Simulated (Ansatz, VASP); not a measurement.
# MoH4: VASP beside Ansatz

```
H Mo
1.0
     2.85098    0.00000    0.00000
    -1.42549    2.46902    0.00000
     0.00000    0.00000    5.69723
H Mo
4 1
Cartesian
  0.0000 1.6460 1.1418
  0.0000 1.6460 4.5554
  1.4255 0.8230 1.1418
  1.4255 0.8230 4.5554
  0.0000 0.0000 0.0000
```

Change from the starting cell: ordered vacancies on the cation sites of aluminium diboride (P6/mmm, No. 191).

Alike in both runs: functional PBE; k mesh 6 × 6 × 4; occupations gaussian, width 0.1 eV; no spin polarisation.

Ansatz relaxed the structure, and its values are those at the end. VASP's run is a single point on that final structure, the one shown.

|  | VASP | Ansatz |
| --- | --- | --- |
| version | VASP 6.6.1 | Ansatz 0.2.0 |
| potentials or method | VASP PAW PBE potentials, release 64 (H, Mo_sv) | scalar-relativistic, plane waves, PAW |
| plane-wave cutoff (eV) | 520 | 420 |
| valence electrons in the cell | 18 | 18 |

|  | VASP | Ansatz | Ansatz less VASP |
| --- | --- | --- | --- |
| gap on the k mesh at the Fermi level (eV) | none | none | - |
| pressure (GPa) | -0.2 | -0.2 | +0.04 |

A gap of «none» marks a metal or a gap that the smearing closes.

Caveats: the k mesh is coarse (spacing up to 0.42 Å⁻¹), so the values aren't converged.
